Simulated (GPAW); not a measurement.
## GPAW run on SrF2 (Fm-3m, 3 atoms in the cell): self-consistent single point

Method of the run: PBE, GPAW PAW datasets PBE (gpaw-data 1.0.1) (plane waves; GPAW).

Input as run:

```python
from ase import Atoms
from ase.units import GPa
from gpaw import GPAW

atoms = Atoms(['Sr', 'F', 'F'],
              cell=[[0.000000, 2.847388, 2.847388],
                    [2.847388, 0.000000, 2.847388],
                    [2.847388, 2.847388, 0.000000]],
              positions=[[0.000000, 0.000000, 0.000000],
                         [4.271082, 4.271082, 4.271082],
                         [1.423694, 1.423694, 1.423694]],
              pbc=True)

calc = GPAW(mode={'name': 'pw', 'ecut': 950},
            xc='PBE',
            kpts={'size': (8, 8, 8), 'gamma': True},
            occupations={'name': 'fixed-uniform'},
            nbands=-8,
            convergence={'bands': -6},
            symmetry={'symmorphic': False, 'tolerance': 0.0005},
            maxiter=120)

atoms.calc = calc

energy = atoms.get_potential_energy()
print('Energy (eV):', round(energy, 6))
forces = atoms.get_forces()
print('Forces (eV/Ang):')
print(forces.round(5))
stress = atoms.get_stress()
print('Stress (GPa, Voigt):', (stress / GPa).round(4))
```

Log, with long lists cut:

```
Input parameters:
  convergence: {bands: -6}
  kpts: {gamma: True,
         size: (8, 8, 8)}
  maxiter: 120
  mode: {ecut: 950,
         name: pw}
  nbands: -8
  occupations: {name: fixed-uniform}
  symmetry: {symmorphic: False,
             tolerance: 0.0005}
  xc: PBE

species:
  Sr:
    name: Strontium
    Z: 38.0
    valence: 10
    core: 28
    charge: 0.0
    file: Sr.PBE.gz

    # Using partial waves for Sr as LCAO basis

  F:
    name: Fluorine
    Z: 9.0
    valence: 7
    core: 2
    charge: 0.0
    file: F.PBE.gz

    # Using partial waves for F as LCAO basis

Reference energy: -91924.931578  # eV

Spin-paired calculation

Convergence criteria:
 Maximum [total energy] change in last 3 cyles: 0.0005 eV / valence electron
 Maximum integral of absolute [dens]ity change: 0.0001 electrons / valence electron
 Maximum integral of absolute [eigenst]ate change: 4e-08 eV^2 / valence electron
 Maximum number of scf [iter]ations: 120

Symmetries present (total): 48
Symmetries with fractional translations: 0
512 k-points: 8 x 8 x 8 Monkhorst-Pack grid + [1/16,1/16,1/16]
29 k-points in the irreducible part of the Brillouin zone
       k-points in crystal coordinates                weights
   0:     0.00000000    0.00000000    0.00000000          1/512
   1:     0.12500000    0.12500000    0.00000000          6/512
   2:     0.12500000    0.12500000    0.12500000          8/512
   [... 7 lines left out ...]
          ...
  28:     0.50000000    0.50000000    0.50000000          4/512

Wave functions: Plane wave expansion
  Cutoff energy: 950.000 eV
  Number of coefficients (min, max): 3026, 3119
  Pulay-stress correction: 0.000000 eV/Ang^3 (de/decut=0.000000)

Occupation numbers: # Uniform distribution of occupation numbers

Eigensolver

Densities:
  Coarse grid: 30*30*30 grid
  Fine grid: 60*60*60 grid
  Total Charge: 0.000000

Density mixing:
  Method: separate
  Backend: pulay
  Linear mixing parameter: 0.05
  old densities: 5
  Damping of long wavelength oscillations: 50

Hamiltonian:
  XC and Coulomb potentials evaluated on a 60*60*60 grid
  External potential:
    NoExternalPotential

XC parameters: PBE with 2 nearest neighbor stencil

Number of atoms: 3
Number of atomic orbitals: 13
Number of bands in calculation: 20
Number of valence electrons: 24
Bands to converge: 14

Density initialized from atomic densities
  13 bands from LCAO basis set
  7 bands from random numbers

Atomic positions and initial magnetic moments

Positions:
   0 Sr     0.000000    0.000000    0.000000    ( 0.0000,  0.0000,  0.0000)
   1 F      4.271082    4.271082    4.271082    ( 0.0000,  0.0000,  0.0000)
   2 F      1.423694    1.423694    1.423694    ( 0.0000,  0.0000,  0.0000)

Unit cell:
           periodic     x           y           z      points  spacing
  1. axis:    yes    0.000000    2.847388    2.847388    30     0.1096
  2. axis:    yes    2.847388    0.000000    2.847388    30     0.1096
  3. axis:    yes    2.847388    2.847388    0.000000    30     0.1096

  Lengths:   4.026815   4.026815   4.026815
  Angles:   60.000000  60.000000  60.000000

Effective grid spacing dv^(1/3) = 0.1196

     iter     time        total  log10-change:
                         energy   eigst   dens
iter:   1 --:--:--   -17.976022   +1.72
iter:   2 --:--:--   -17.722922   +0.47  -1.17
iter:   3 --:--:--   -17.018161   -0.20  -1.21
iter:   4 --:--:--   -17.017654   -1.51  -1.45
iter:   5 --:--:--   -18.314135   -0.29  -1.47
iter:   6 --:--:--   -17.057169   -0.45  -1.29
iter:   7 --:--:--   -17.059798   -2.08  -2.33
iter:   8 --:--:--   -17.060329c  -3.59  -2.51
iter:   9 --:--:--   -17.055991c  -2.42  -2.51
iter:  10 --:--:--   -17.055692c  -5.09  -3.02
iter:  11 --:--:--   -17.055692c  -6.63  -3.22
iter:  12 --:--:--   -17.055605c  -3.80  -3.22
iter:  13 --:--:--   -17.055563c  -4.70  -3.51
iter:  14 --:--:--   -17.055563c  -6.71  -4.13c
iter:  15 --:--:--   -17.055561c  -6.87  -4.12c
iter:  16 --:--:--   -17.055560c  -6.38  -4.27c
iter:  17 --:--:--   -17.055562c  -6.12  -4.33c
iter:  18 --:--:--   -17.055561c  -6.82  -4.23c
iter:  19 --:--:--   -17.055560c  -6.32  -4.53c
iter:  20 --:--:--   -17.055561c  -7.11  -4.84c
iter:  21 --:--:--   -17.055560c  -7.86c -4.58c

Converged after 21 iterations.

Dipole moment: (-0.000000, -0.000000, -0.000000) |e|*Ang

Energy contributions relative to reference atoms: (reference = -91924.931578)

Kinetic:        +25.509380
Potential:      -22.761069
External:        +0.000000
XC:             -19.481144
Entropy (-ST):   +0.000000
Local:           -0.322727
SIC:             +0.000000
--------------------------
Free energy:    -17.055560
Extrapolated:   -17.055560

Showing only first 2 kpts
 Kpt  Band  Eigenvalues  Occupancy
  0    10      1.10487    2.00000
  0    11      1.10487    2.00000
  0    12      8.44675    0.00000
  0    13     11.56516    0.00000

  1    10      1.12022    2.00000
  1    11      1.12022    2.00000
  1    12      8.97505    0.00000
  1    13     11.40604    0.00000

Fermi level: 4.82329

Gap: 7.247 eV
Transition (v -> c):
  (s=0, k=24, n=11, [0.50, 0.50, 0.00]) -> (s=0, k=0, n=12, [0.00, 0.00, 0.00])
Direct/indirect transitions are different
Direct gap: 7.342 eV
Transition at: (s=0, k=0, n=11, [0.00, 0.00, 0.00])
Energy (eV): -17.05556

Forces in eV/Ang:
  0 Sr    0.00000   -0.00000   -0.00000
  1 F     0.00000   -0.00000   -0.00000
  2 F     0.00000   -0.00000   -0.00000

Stress tensor:
    -0.036906    -0.000000     0.000000
    -0.000000    -0.036906     0.000000
     0.000000     0.000000    -0.036906
Stress (GPa, Voigt): [-5.913 -5.913 -5.913  0.     0.    -0.   ]
```

The run converged in 21 iterations. GPAW prints stress with tension positive.

At such cutoffs GPAW's stress carries a finite-basis (Pulay) error, which enters relaxed cells too; its log prints stress with tension positive.

The starting cell comes from a database of computed structures (which also holds hypothetical and non-ambient phases and stackings), without a prior relaxation at this level. Its lattice was rescaled by a random factor within 2.5 % of one.
